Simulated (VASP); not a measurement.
BN (Qingsongite): single point with r2SCAN

**What was measured.**

From a printed reference work, monograph, for a bulk crystal of BN at 300 K: band gap 6.4 eV (indirect).

The system is BN (Qingsongite).

```
B N
1.0
     0.00000    1.80750    1.80750
     1.80750    0.00000    1.80750
     1.80750    1.80750    0.00000
B N
1 1
Cartesian
  0.0000 0.0000 0.0000
  0.9038 0.9038 0.9038
```

| Quantity | Value |
| --- | --- |
| Program | VASP 6.6.1 |
| Task | single point |
| Functional | r2SCAN |
| Potentials or basis | VASP PAW PBE potentials, release 64 (B_h, N_h) |
| Cutoff | 910 eV |
| k mesh | 8 × 8 × 8 |
| Occupations | gaussian, width 0.01 eV |
| Spin | no spin polarisation |

* Pressure: -2.3 GPa
* Band gap on the k mesh: 4.99 eV, indirect (least direct gap 9.55 eV)

Levels at points of the mesh, in eV from the valence-band top:
```
           k point  band 2  band 3  band 4  band 5  band 6  band 7
(0.00, 0.00, 0.00)    0.00    0.00    0.00    9.55    9.55    9.55
(0.50, 0.00, 0.00)  -11.07   -2.01   -2.01   10.78   11.49   11.49
(0.50, 0.50, 0.00)   -9.31   -5.09   -5.09    4.99    9.82   19.28
```

Run time: 32 s on 1 thread of Intel(R) Xeon(R) Platinum 8488C (Sapphire Rapids), with other jobs on the host, peak memory 0.15 GiB.

Against the measured gap of BN, 6.4 eV (indirect; 300 K; a printed reference work, monograph), the calculated 4.99 eV is off by -1.41 eV. The value is that of r2SCAN on a finite k mesh, which can miss the band edges, without temperature or zero-point motion.

Caveat: the cutoff is under 1.25 times the usual one of these potentials, so pressure, stress and relaxed cells hold a basis-set (Pulay) error; the PAW data sets were made with another functional, which shifts forces and pressure a little.
